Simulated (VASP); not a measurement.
# Cu2O (Pn-3m) in VASP: band structure with PBEsol

Aim: the band structure of Cu2O with PBEsol.

Everything below comes from runs of VASP 6.6.1. Logs are shortened: lines on timing, memory, paths and dates and some standing lists are left out, and cuts for length are marked.

**The experiment to reproduce.**

From “Importance of surface oxygen vacancies for ultrafast hot carrier relaxation and transport in Cu2O”, 2021, arxiv:2103.03167, for a bulk crystal of Cu2O: band gap 2.17 eV (direct).

The runs below are set against these values where they give the same quantity.

**1. The crystal as given**

The structure is cubic, space group Pn-3m (No. 224). The conventional cell has a = 4.231 Å, b = 4.231 Å, c = 4.231 Å, α = 90.00°, β = 90.00°, γ = 90.00°. Around Cu (site symmetry -3m) lie 2 O at 1.83 Å. Around O (site symmetry -43m) lie 4 Cu at 1.83 Å.

**2. Band structure, PBEsol**

File INCAR:

```
SYSTEM = Cu2O
  PREC = Accurate
  ENCUT = 520
  EDIFF = 1E-6
  ISMEAR = 0
  SIGMA = 0.03
  LREAL = .False.
  LASPH = .True.
  NELM = 80
  ALGO = Normal
  ISIF = 2
  LWAVE = .False.
  LCHARG = .False.
  LMAXMIX = 4
  GGA = PS
  NBANDS = 37
  ICORELEVEL = 1
```

File KPOINTS:

```
Automatic mesh
0
Gamma
  6 6 6
  0 0 0
```

File POSCAR:

```
Cu2O                                    
1.0
    4.2311326677      0.0000000000      0.0000000000
    0.0000000000      4.2311326677      0.0000000000
    0.0000000000      0.0000000000      4.2311326677
  Cu              O             
     4     2
Direct
     0.2500000000000000    0.2500000000000000    0.2500000000000000
     0.2500000000000000    0.7500000000000000    0.7500000000000000
     0.7500000000000000    0.7500000000000000    0.2500000000000000
     0.7500000000000000    0.2500000000000000    0.7500000000000000
     0.0000000000000000    0.0000000000000000    0.0000000000000000
     0.5000000000000000    0.5000000000000000    0.5000000000000000
```

File KPOINTS_OPT:

```
explicit points
64
Reciprocal
 0.0000000000  0.0000000000  0.0000000000 1
 0.0000000000  0.0555555556  0.0000000000 1
 0.0000000000  0.1111111111  0.0000000000 1
 0.0000000000  0.1666666667  0.0000000000 1
 0.0000000000  0.2222222222  0.0000000000 1
 0.0000000000  0.2777777778  0.0000000000 1
 0.0000000000  0.3333333333  0.0000000000 1
 0.0000000000  0.3888888889  0.0000000000 1
 0.0000000000  0.4444444444  0.0000000000 1
 0.0000000000  0.5000000000  0.0000000000 1
 0.0000000000  0.5000000000  0.0000000000 1
 0.0555555556  0.5000000000  0.0000000000 1
 0.1111111111  0.5000000000  0.0000000000 1
 0.1666666667  0.5000000000  0.0000000000 1
 0.2222222222  0.5000000000  0.0000000000 1
 0.2777777778  0.5000000000  0.0000000000 1
 0.3333333333  0.5000000000  0.0000000000 1
 0.3888888889  0.5000000000  0.0000000000 1
 0.4444444444  0.5000000000  0.0000000000 1
 0.5000000000  0.5000000000  0.0000000000 1
 0.5000000000  0.5000000000  0.0000000000 1
 0.4444444444  0.4444444444  0.0000000000 1
 0.3888888889  0.3888888889  0.0000000000 1
 0.3333333333  0.3333333333  0.0000000000 1
 0.2777777778  0.2777777778  0.0000000000 1
 0.2222222222  0.2222222222  0.0000000000 1
 0.1666666667  0.1666666667  0.0000000000 1
 0.1111111111  0.1111111111  0.0000000000 1
 0.0555555556  0.0555555556  0.0000000000 1
 0.0000000000  0.0000000000  0.0000000000 1
 0.0000000000  0.0000000000  0.0000000000 1
 0.0555555556  0.0555555556  0.0555555556 1
 0.1111111111  0.1111111111  0.1111111111 1
 0.1666666667  0.1666666667  0.1666666667 1
 0.2222222222  0.2222222222  0.2222222222 1
 0.2777777778  0.2777777778  0.2777777778 1
 0.3333333333  0.3333333333  0.3333333333 1
 0.3888888889  0.3888888889  0.3888888889 1
 0.4444444444  0.4444444444  0.4444444444 1
 0.5000000000  0.5000000000  0.5000000000 1
 0.5000000000  0.5000000000  0.5000000000 1
 0.4444444444  0.5000000000  0.4444444444 1
 0.3888888889  0.5000000000  0.3888888889 1
 0.3333333333  0.5000000000  0.3333333333 1
 0.2777777778  0.5000000000  0.2777777778 1
 0.2222222222  0.5000000000  0.2222222222 1
 0.1666666667  0.5000000000  0.1666666667 1
 0.1111111111  0.5000000000  0.1111111111 1
 0.0555555556  0.5000000000  0.0555555556 1
 0.0000000000  0.5000000000  0.0000000000 1
 0.5000000000  0.5000000000  0.0000000000 1
 0.5000000000  0.5000000000  0.0555555556 1
 0.5000000000  0.5000000000  0.1111111111 1
 0.5000000000  0.5000000000  0.1666666667 1
 0.5000000000  0.5000000000  0.2222222222 1
 0.5000000000  0.5000000000  0.2777777778 1
 0.5000000000  0.5000000000  0.3333333333 1
 0.5000000000  0.5000000000  0.3888888889 1
 0.5000000000  0.5000000000  0.4444444444 1
 0.5000000000  0.5000000000  0.5000000000 1
 0.0000000000  0.0000000000  0.0000000000 1
 0.5000000000  0.5000000000  0.0000000000 1
 0.5000000000  0.5000000000  0.5000000000 1
 0.0000000000  0.5000000000  0.0000000000 1
```

Potentials or basis: VASP PAW PBE potentials, release 64 (Cu, O).

The run is started by

```
$ cat potpaw_PBE.64/Cu/POTCAR potpaw_PBE.64/O/POTCAR > POTCAR
$ mpirun -np 1 vasp_std > vasp.out
```

OUTCAR:

```text
SYSTEM = Cu2O
   PREC = Accurate
   ENCUT = 520
   EDIFF = 1E-6
   ISMEAR = 0
   LREAL = .False.
   LASPH = .True.
   NELM = 80
   ISIF = 2
   GGA = PS

 ion  position               nearest neighbor table
   1  0.250  0.250  0.250-   5 1.83   6 1.83
   2  0.250  0.750  0.750-   5 1.83   6 1.83
   3  0.750  0.750  0.250-   5 1.83   6 1.83
   4  0.750  0.250  0.750-   5 1.83   6 1.83
   5  0.000  0.000  0.000-   1 1.83   2 1.83   3 1.83   4 1.83
   6  0.500  0.500  0.500-   1 1.83   2 1.83   3 1.83   4 1.83

  LATTYP: Found a simple cubic cell.
 ALAT       =     4.2311326677

  Lattice vectors:

 A1 = (   4.2311326677,   0.0000000000,   0.0000000000)
 A2 = (   0.0000000000,   4.2311326677,   0.0000000000)
 A3 = (   0.0000000000,   0.0000000000,   4.2311326677)

Analysis of symmetry for initial positions (statically):
=====================================================================
 Subroutine PRICEL returns:
 Original cell was already a primitive cell.

 Routine SETGRP: Setting up the symmetry group for a
 simple cubic supercell.

 Subroutine GETGRP returns: Found 48 space group operations
 (whereof 24 operations were pure point group operations)
 out of a pool of 48 trial point group operations.

The static configuration has the point symmetry T_d .
 The point group associated with its full space group is O_h .

Analysis of symmetry for dynamics (positions and initial velocities):
=====================================================================
 Subroutine PRICEL returns:
 Original cell was already a primitive cell.

 Routine SETGRP: Setting up the symmetry group for a
 simple cubic supercell.

 Subroutine GETGRP returns: Found 48 space group operations
 (whereof 24 operations were pure point group operations)
 out of a pool of 48 trial point group operations.

The dynamic configuration has the point symmetry T_d .
 The point group associated with its full space group is O_h .

 Subroutine INISYM returns: Found 48 space group operations
 (whereof 24 operations are pure point group operations),
 and found     1 'primitive' translations

----------------------------------------------------------------------------------------

                                     Primitive cell

  volume of cell :      75.7478

  direct lattice vectors                    reciprocal lattice vectors
     4.231132668  0.000000000  0.000000000     0.236343334  0.000000000  0.000000000
     0.000000000  4.231132668  0.000000000     0.000000000  0.236343334  0.000000000
[... 104 lines left out ...]
   EFERMI_NEDOS =   21; number of points for ismear=-14 and -15
   IALGO  =     38    algorithm
   IMIX   =      4    mixing-type and parameters
     AMIX     =   0.40;   BMIX     =  1.00
     AMIX_MAG =   1.60;   BMIX_MAG =  1.00
  volume/ion in A,a.u.               =      12.62        85.20
  Fermi-wavevector in a.u.,A,eV,Ry     =   1.480292  2.797347 29.813981  2.191266
  Thomas-Fermi vector in A             =   2.594345
   LORBIT       =      0    0 simple, 1 ext, 2 COOP (PROOUT), +10 PAW based schemes
   GGA     = PS    functional components
   LHFCALC =     F    Hartree Fock is set to
   AEXX    =    0.0000 exact exchange contribution
   IVDW    =     0    specifies the selected vdW correction
   LEPSILON=     F    determine dielectric tensor
   LRPA    =     F    only Hartree local field effects (RPA)
 non-spin polarized calculation
 Gauss-broadening in eV      SIGMA  =   0.03
  energy-cutoff  :      520.00
  volume of cell :       75.75
 maximum number of plane-waves:      2054
 NGX is ok and might be reduce to    32
   NGX = 15   NGY = 15   NGZ = 15

 number of electron      56.0000133 magnetization

 Free energy of the ion-electron system (eV)
  ---------------------------------------------------
  ext. energy  EPLUGINS =         0.00000000
  ---------------------------------------------------
  free energy    TOTEN  =       -29.96575170 eV

  energy without entropy =      -29.96575170  energy(sigma->0) =      -29.96575170

 the core state eigenenergies are
   1-  1s  -8843.3807  2s  -1055.6582  2p   -910.1206  3s   -107.3891  3p    -64.7667

   2-  1s  -8843.3807  2s  -1055.6582  2p   -910.1206  3s   -107.3891  3p    -64.7667

   3-  1s  -8843.3807  2s  -1055.6582  2p   -910.1206  3s   -107.3891  3p    -64.7667

   4-  1s  -8843.3807  2s  -1055.6582  2p   -910.1206  3s   -107.3891  3p    -64.7667

   5-  1s   -502.8800
   6-  1s   -502.8800

 E-fermi :   4.9778     XC(G=0): -11.3908

 val. band max:        4.8387226384   @ k =   0.0000   0.0000   0.0000
 cond. band min:       5.3905691077   @ k =   0.0000   0.0000   0.0000
 fundamental gap:      0.5518464693
 Fermi energy:         4.9778129118

 k-point     1 :       0.0000    0.0000    0.0000
  band No.  band energies     occupation
      1     -15.4302      2.00000
      2     -14.6334      2.00000
      3      -2.6440      2.00000
      4      -2.6440      2.00000
      5      -2.6440      2.00000
      6      -0.1971      2.00000
[... 269 lines left out ...]
     36      12.2091      0.00000
     37      15.3549      0.00000

 k-point     8 :       0.3333    0.3333    0.0000

------------------------ aborting loop because EDIFF is reached ----------------------------------------

  FORCE on cell =-STRESS in cart. coord.  units (eV):
  Direction    XX          YY          ZZ          XY          YZ          ZX
  --------------------------------------------------------------------------------------
  -------------------------------------------------------------------------------------
  Total        0.0231616      0.0231616      0.0231616     -0.0000000      0.0000000     -0.0000000
  in kB        0.4899030      0.4899030      0.4899030     -0.0000000      0.0000000     -0.0000000
  external PRESSURE =       0.4899030 kB  Pullay stress =       0.0000000 kB

 VOLUME and BASIS-vectors are now :
 -----------------------------------------------------------------------------
  energy-cutoff  :      520.00
  volume of cell :       75.75
      direct lattice vectors                 reciprocal lattice vectors
     4.231132668  0.000000000  0.000000000     0.236343334  0.000000000  0.000000000
     0.000000000  4.231132668  0.000000000     0.000000000  0.236343334  0.000000000
     0.000000000  0.000000000  4.231132668     0.000000000  0.000000000  0.236343334

 POSITION                                       TOTAL-FORCE (eV/Angst)
 -----------------------------------------------------------------------------------
      1.05778      1.05778      1.05778         0.000000      0.000000     -0.000000
      1.05778      3.17335      3.17335        -0.000000     -0.000000      0.000000
      3.17335      3.17335      1.05778        -0.000000      0.000000      0.000000
      3.17335      1.05778      3.17335         0.000000     -0.000000      0.000000
      0.00000      0.00000      0.00000         0.000000     -0.000000     -0.000000
      2.11557      2.11557      2.11557         0.000000     -0.000000     -0.000000
 -----------------------------------------------------------------------------------
    total drift:                               -0.000000      0.000000      0.000000

  FREE ENERGIE OF THE ION-ELECTRON SYSTEM (eV)
  ---------------------------------------------------
  free  energy   TOTEN  =       -29.9657516953 eV

  energy  without entropy=      -29.9657516953  energy(sigma->0) =      -29.96575170
```

Run time: 47 s. Hardware: 1 thread of Intel Xeon 6975P-C (Granite Rapids), shared host; peak memory 0.21 GiB.

What came out:

```
Free energy             : -29.9658 eV
Pressure                : 0.0 GPa
Band gap on the k mesh  : 0.55 eV, direct
Band gap along the path : 0.55 eV, direct
```

Levels at the corners of the path, in eV from the valence-band top:
```tsv
point	band 26	band 27	band 28	band 29	band 30	band 31
Γ	0.00	0.00	0.00	0.55	1.11	1.11
X	-1.23	-0.41	-0.41	2.29	2.29	4.18
X	-1.23	-0.41	-0.41	2.29	2.29	4.18
M	-1.24	-0.68	-0.68	1.88	1.88	3.87
M	-1.24	-0.68	-0.68	1.88	1.88	3.87
Γ	0.00	0.00	0.00	0.55	1.11	1.11
Γ	0.00	0.00	0.00	0.55	1.11	1.11
R	-0.59	-0.59	-0.59	2.37	2.37	2.37
R	-0.59	-0.59	-0.59	2.37	2.37	2.37
X	-1.23	-0.41	-0.41	2.29	2.29	4.18
M	-1.24	-0.68	-0.68	1.88	1.88	3.87
R	-0.59	-0.59	-0.59	2.37	2.37	2.37
```

Core levels (eV, on the scale of the bands):
| atom | levels |
| --- | --- |
| 1 Cu | 1s -8843.4, 2s -1055.7, 2p -910.1, 3s -107.4, 3p -64.8 |
| 2 Cu | 1s -8843.4, 2s -1055.7, 2p -910.1, 3s -107.4, 3p -64.8 |
| 3 Cu | 1s -8843.4, 2s -1055.7, 2p -910.1, 3s -107.4, 3p -64.8 |
| 4 Cu | 1s -8843.4, 2s -1055.7, 2p -910.1, 3s -107.4, 3p -64.8 |
| 5 O | 1s -502.9 |
| 6 O | 1s -502.9 |

Caveat: the PAW data sets were made with another functional, which shifts forces and pressure a little.

**3. Comparison with measurements**

Step 2. A measured gap of Cu2O is 2.17 eV (direct; quoted in “Importance of surface oxygen vacancies for ultrafast hot carrier relaxation and transport in Cu2O”, 2021, arxiv:2103.03167); the calculated 0.55 eV misses it by -1.62 eV. So large a miss can be the level of theory's own, or it may mean another phase, state or a wrong row. The value is that of PBEsol, without temperature or zero-point motion. Semilocal functionals fall short of measured gaps as a rule.
